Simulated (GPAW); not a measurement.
CdTe, 2 atoms in the cell. The structure is cubic, space group F-43m (No. 216). Conventional cell: a = 6.410 Å, b = 6.410 Å, c = 6.410 Å, α = 90.00°, β = 90.00°, γ = 90.00°. Te (site symmetry -43m) has 4 Cd at 2.78 Å as nearest neighbours. Cd (site symmetry -43m) has 4 Te at 2.78 Å as nearest neighbours. 

```yaml
Program: GPAW 26.7.0
Task: single point
Functional: PBE
Potentials_or_basis: GPAW PAW data sets (gpaw-data 1.2.1)
Cutoff: 600 eV
Basis: pw
k_mesh: 7 × 7 × 7
Occupations: gaussian, width 0.03 eV
Spin: no spin polarisation
Maxiter: 150
```

Potentials or basis: GPAW PAW data sets (gpaw-data 1.2.1), pw.

The run is started by

```sh
$ OMP_NUM_THREADS=1 python run.py
```

Hardware: 1 thread of Arm Neoverse V2 (shared host).

Problem. How long does it take, and how much memory?

Solution. Wall time 14 s on 1 thread of Arm Neoverse V2 (shared host), peak memory 0.17 GiB. Counts: scf iterations 9, plane waves 2213, bands 18, k points 20.
